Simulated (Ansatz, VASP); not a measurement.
# Sb in VASP and in Ansatz

```
CELL_PARAMETERS angstrom
3.08916 0.00000 0.00000
0.00000 3.08916 0.00000
0.00000 0.00000 3.08916
ATOMIC_POSITIONS crystal
Sb 0.00000 0.00000 0.00000
```

Alike in both runs: functional r2SCAN; k mesh 14 × 14 × 14; occupations fermi-dirac, width 0.15 eV; no spin polarisation.

Ansatz relaxed the structure, and its values are those at the end. VASP's run is a single point on that final structure, the one shown.

|  | VASP | Ansatz |
| --- | --- | --- |
| version | VASP 6.6.1 | Ansatz 0.2.0 |
| potentials or method | VASP PAW PBE potentials, release 64 (Sb) | scalar-relativistic, plane waves, PAW |
| plane-wave cutoff (eV) | 520 | 500 |
| valence electrons in the cell | 5 | 15 |

|  | VASP | Ansatz | Ansatz less VASP |
| --- | --- | --- | --- |
| gap on the k mesh at the Fermi level (eV) | none | none | - |
| pressure (GPa) | 0.0 | 0.0 | +0.03 |

A gap of «none» marks a metal or a gap that the smearing closes. The functional is the same, so the differences come from potentials, cutoffs and numerics. The two sets of potentials don't hold the same shells in valence.

Caveats: the PAW data sets were made with another functional, which shifts forces and pressure a little (VASP). The runs have no spin-orbit coupling, so splittings on Sb are missing.
